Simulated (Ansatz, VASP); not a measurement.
This is a calculation of Sr for VASP 6.6.1.

INCAR

```
SYSTEM = Sr
ALGO = Normal
EDIFF = 1E-6
ENCUT = 520
GGA = RP
ISIF = 2
ISMEAR = 0
LASPH = .True.
LCHARG = .False.
LREAL = .False.
LWAVE = .False.
NBANDS = 17
NELM = 60
PREC = Accurate
SIGMA = 0.02
```

Contents of KPOINTS:

```
k-points
0
Gamma
  8 8 8
  0 0 0
```

File POSCAR:

```
Sr
1.0
   -3.7063582770      3.7063582770      2.0208764669
    3.7063582770     -3.7063582770      2.0208764669
    3.7063582770      3.7063582770     -2.0208764669
Sr
2
Direct
    0.0000000000      0.0000000000      0.0000000000
    0.7500000000      0.2500000000      0.5000000000
```

Potentials or basis: VASP PAW PBE potentials, release 64 (Sr_sv).

Launch:

```sh
$ cat potpaw_PBE.64/Sr_sv/POTCAR > POTCAR
$ mpirun -np 1 vasp_std > vasp.out
```

**Question.** Set up the same calculation for Ansatz 0.2.0. Potentials there: all-electron LAPW, scalar-relativistic.

**Answer.** As run (the cutoff follows the program's own potentials):

File input.yaml:

```yaml
crystal:
  lattice:
    - [-3.706358277, 3.706358277, 2.0208764669]
    - [3.706358277, -3.706358277, 2.0208764669]
    - [3.706358277, 3.706358277, -2.0208764669]
  atoms:
    - { symbol: Sr, position: [0.0, 0.0, 0.0] }
    - { symbol: Sr, position: [0.75, 0.25, 0.5] }
kpoints:
  mp_grid: { grid: [8, 8, 8] }
scf:
  occupations: { method: gaussian, width: 0.02 }
hamiltonian:
  xc: rpbe
  pseudopotentials: { kind: all_electron, lapw: { basis_error: 0.001 } }
output:
  forces: true
  stress: true
  eigenvalues: true
```

Potentials or basis: all-electron LAPW, scalar-relativistic.

The run is started by

```console
$ ansatz run input.yaml --threads 1 --pin off --max-ram 3072MiB --backend cpu --events-out ev --progress --plain --runs-dir out
```

Both were run:

|  | VASP | Ansatz | Ansatz less VASP |
| --- | --- | --- | --- |
| gap on the k mesh at the Fermi level (eV) | none | none | - |
| pressure (GPa) | 0.7 | 0.7 | -0.01 |
| largest component of the traceless stress (GPa) | 0.32 | 0.32 | -0.006 |

A gap of «none» marks a metal or a gap that the smearing closes. Ansatz ran all-electron here, so the differences hold the error of VASP's frozen core and of both bases.

Caveats: the PAW data sets were made with another functional, which shifts forces and pressure a little (VASP).
